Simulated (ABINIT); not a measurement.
A calculation with ABINIT 10.8.3 (patched build) of GaAs (native input, structure from a POSCAR):

Contents of run.abi:

```
# Pseudopotentials
pp_dirpath "./"
pseudos "Ga.GGA_PBE-JTH.xml, As.GGA_PBE-JTH.xml"

# Structure
structure "poscar:POSCAR"
natom 2

# Plane-wave basis
ecut 17.0
pawecutdg 34.0
pawxcdev 0

# k points
kptopt 1
ngkpt 7 7 10
nshiftk 1
shiftk 0.0 0.0 0.0

# Exchange and correlation
ixc 11

# Bands and occupations
nband 18
occopt 3
tsmear 0.00183747

# SCF cycle
nstep 100
tolvrs 1.0e-9

# Output
iomode 3
prtwf 0
prteig 0
prtebands 0
enunit 1
prtden 1
prtvha 1
prtvclmb 1
prtpot 1
```

The input POSCAR:

```
GaAs
1.0
    3.8101400000      0.0000000000      0.0000000000
    0.0000000000      3.8101400000      0.0000000000
    0.0000000000      0.0000000000      2.7389100000
Ga As
1 1
Direct
    0.5000000000      0.5000000000      0.5000000000  Ga
    0.0000000000      0.0000000000      0.5000000000  As
```

Potentials or basis: JTH PAW PBE v2.0.

Run with:

```sh
$ abinit run.abi > log 2>&1
```

The cell was built by a generator and needn't be a form met in nature.

Question: Write the same calculation in another form: ASE script, structure from a POSCAR.

Answer: As run:

Contents of run.py:

```python
import json, os
import numpy as np
from ase.units import GPa
from ase.calculators.abinit import Abinit, AbinitProfile
from ase.io import read

atoms = read('POSCAR')

profile = AbinitProfile(command='abinit', pp_paths=[os.path.abspath('pseudos')])
params = dict(
    pps='pawxml', xc='PBE',
    ecut=462.5936,
    pawecutdg=925.1871,
    pawxcdev=0,
    kptopt=1,
    ngkpt=[7, 7, 10],
    nshiftk=1,
    shiftk=[0.0, 0.0, 0.0],
    ixc=11,
    nband=18,
    occopt=3,
    tsmear=0.05,
    nstep=100,
    tolvrs=1e-09,
    prtwf=0,
    prtden=0,
)

atoms.calc = Abinit(profile=profile, directory='run', **params)
energy = atoms.get_potential_energy()
forces = atoms.get_forces()
stress = atoms.get_stress()
print(f'energy {energy:.6f} eV')
print('forces (eV/A)')
print(np.round(forces, 5))
print('stress (GPa, Voigt, tension positive)', np.round(stress / GPa, 4))
json.dump(dict(energy=energy, forces=forces.tolist(), stress=stress.tolist(), cell=atoms.cell.tolist(), frac=atoms.get_scaled_positions(wrap=False).tolist()), open('results.json', 'w'))
```

File POSCAR:

```
GaAs
1.0
    3.8101400000      0.0000000000      0.0000000000
    0.0000000000      3.8101400000      0.0000000000
    0.0000000000      0.0000000000      2.7389100000
Ga As
1 1
Direct
    0.5000000000      0.5000000000      0.5000000000
    0.0000000000      0.0000000000      0.5000000000
```

Potentials or basis: JTH PAW PBE v2.0.

Launch:

```bash
$ python run.py
```

Both were run:

|  | native input, structure from a POSCAR | ASE script, structure from a POSCAR |
| --- | --- | --- |
| Pressure | 0.0 GPa | 0.0 GPa |
| Band gap on the k mesh | none (metal or under the smearing width) | none (metal or under the smearing width) |
| Valence electrons inside the program's atomic spheres | Ga 10.99; As 12.57 | Ga 10.99; As 12.57 |

Keys that steer only the numerical path or the files written may differ.
